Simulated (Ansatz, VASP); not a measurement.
## GaN: VASP beside Ansatz

```
Ga N
1.0
     0.00000    2.22770    2.22770
     2.22770    0.00000    2.22770
     2.22770    2.22770    0.00000
Ga N
1 1
Direct
  0.00000 0.00000 0.00000
  0.75000 0.75000 0.75000
```

Alike in both runs: functional LDA; k mesh 10 × 10 × 10; no spin polarisation.

Ansatz relaxed the structure, and its values are those at the end. VASP's run is a single point on that final structure, the one shown.

```csv
,VASP,Ansatz
version,VASP 6.6.1,Ansatz 0.2.0
potentials or method,"VASP PAW LDA potentials, release 64 (Ga_d, N)","scalar-relativistic, plane waves, PAW"
plane-wave cutoff (eV),520,420
occupations,"gaussian, width 0.01 eV",fixed
valence electrons in the cell,18,18
```

```csv
,VASP,Ansatz,Ansatz less VASP
gap on the k mesh at the Fermi level (eV),1.97,1.96,-0.017
least direct gap on the mesh (eV),1.97,1.96,-0.017
pressure (GPa),1.1,0.0,-1.13
```
